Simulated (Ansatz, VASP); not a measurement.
**One calculation of Re, two programs**

File INCAR:

```
SYSTEM = Re
ALGO     = Normal         ! electronic algorithm
EDIFF    = 1E-6           ! SCF threshold, eV
ENCUT    = 520            ! plane-wave cutoff, eV
GGA      = PE             ! functional
ISIF     = 2              ! what is computed and relaxed
ISMEAR   = 0              ! smearing method
LASPH    = .True.         ! aspherical terms in the spheres
LCHARG   = .False.        ! write CHGCAR
LREAL    = .False.        ! projectors in reciprocal space
LWAVE    = .False.        ! write WAVECAR
NBANDS   = 18             ! bands
NELM     = 100            ! most SCF steps
PREC     = Accurate       ! precision mode
SIGMA    = 0.1            ! smearing width, eV
```

File KPOINTS:

```
k-points
0
Gamma
  9 9 9
  0 0 0
```

The input POSCAR:

```
Re
1.0
    1.3839231524      0.7990084046      6.6986080885
   -1.3839231524      0.7990084046      6.6986080885
    0.0000000000     -1.5980168092      6.6986080885
Re
3
Direct
    0.0000000000      0.0000000000      0.0000000000
    0.2221738800      0.2221738800      0.2221738800
    0.7778261200      0.7778261200      0.7778261200
```

Input for Ansatz:

```yaml
crystal:
  lattice:
    - [1.3839231524, 0.7990084046, 6.6986080885]
    - [-1.3839231524, 0.7990084046, 6.6986080885]
    - [0.0, -1.5980168092, 6.6986080885]
  atoms:
    - { symbol: Re, position: [0.0, 0.0, 0.0] }
    - { symbol: Re, position: [0.22217388, 0.22217388, 0.22217388] }
    - { symbol: Re, position: [0.77782612, 0.77782612, 0.77782612] }
basis:
  ecutwfc: 420
kpoints:
  mp_grid: { grid: [9, 9, 9] }
hamiltonian:
  xc: pbe
scf:
  occupations: { method: gaussian, width: 0.1 }
  lower_state_search: "off"
output:
  forces: true
  stress: true
  eigenvalues: true
```

Alike in both runs: task single point; functional PBE; k mesh 9 × 9 × 9; occupations gaussian, width 0.1 eV; no spin polarisation.

|  | VASP | Ansatz |
| --- | --- | --- |
| version | VASP 6.6.1 | Ansatz 0.2.0 |
| potentials or method | VASP PAW PBE potentials, release 64 (Re) | scalar-relativistic, plane waves, PAW |
| plane-wave cutoff (eV) | 520 | 420 |
| valence electrons in the cell | 21 | 45 |

|  | VASP | Ansatz | Ansatz less VASP |
| --- | --- | --- | --- |
| gap on the k mesh at the Fermi level (eV) | none | none | - |
| pressure (GPa) | 3.2 | 3.7 | +0.48 |
| largest component of the traceless stress (GPa) | 0.77 | 0.68 | -0.090 |

A gap of «none» marks a metal or a gap that the smearing closes. The two sets of potentials don't hold the same shells in valence.

The runs have no spin-orbit coupling, so splittings on Re are missing.
